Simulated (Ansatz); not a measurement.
In:

```
In
1.0
    -1.88253    1.88253    1.88253
     1.88253   -1.88253    1.88253
     1.88253    1.88253   -1.88253
In
1
Direct
  0.00000 0.00000 0.00000
```

This isn't the form of In at room conditions, which is tetragonal.

Base run:

```yaml
Program: Ansatz 0.2.0
Functional: PBE
Potentials_or_basis: Ansatz PAW
Cutoff: "420 eV (not typed: the program's choice for these potentials)"
k_mesh: 10 × 10 × 10
Occupations: gaussian, width 0.011 eV
Spin: no spin polarisation
```

Its results: band gap on the k mesh none (metal or under the smearing width); pressure 1.5 GPa.

The run is repeated on the same cell with these changes: functional from PBE to LDA; occupations from gaussian, width 0.011 eV to fermi-dirac, width 0.05 eV. What comes out?

Band gap on the k mesh none (metal or under the smearing width); pressure -2.8 GPa.

Caveats: spin-orbit coupling is left out, which moves the levels of the heavy elements (some runs); the PAW data sets come from PBE, with cores solved anew for the run's functional, which leaves a small shift of forces and pressure (some runs).
